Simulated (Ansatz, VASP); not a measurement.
## Two plane-wave programs on Mo6H

```
H Mo
1.0
     3.00254    0.00000    0.00000
    -1.50127    2.60027    0.00000
     0.00000    0.00000   12.64175
H Mo
1 6
Direct
  0.00000 0.00000 0.00000
  0.66667 0.33333 0.41920
  0.33333 0.66667 0.58080
  0.33333 0.66667 0.08981
  0.66667 0.33333 0.91019
  0.00000 0.00000 0.74264
  0.00000 0.00000 0.25736
```

Alike in both runs: functional PBE; k mesh 6 × 6 × 2; occupations gaussian, width 0.2 eV; no spin polarisation.

Ansatz relaxed the structure, and its values are those at the end. VASP's run is a single point on that final structure, the one shown.

|  | VASP | Ansatz |
| --- | --- | --- |
| version | VASP 6.6.1 | Ansatz 0.2.0 |
| potentials or method | VASP PAW PBE potentials, release 64 (H, Mo_sv) | scalar-relativistic, plane waves, PAW |
| plane-wave cutoff (eV) | 520 | 420 |
| valence electrons in the cell | 85 | 85 |

Ansatz gave:

| Property | Result |
| --- | --- |
| gap on the k mesh at the Fermi level (eV) | none |
| pressure (GPa) | 0.0 |
| rms of the force components (eV/Å) | 0.007 |

Problem. Estimate VASP's values.

Solution. gap on the k mesh at the Fermi level (eV): none; pressure (GPa): 0.4; rms of the force components (eV/Å): 0.007.

A gap of «none» marks a metal or a gap that the smearing closes. With one functional, cell and mesh, what is left measures potentials, basis and numerics.

Caveats: the k mesh is coarse (spacing up to 0.40 Å⁻¹), so the values aren't converged.
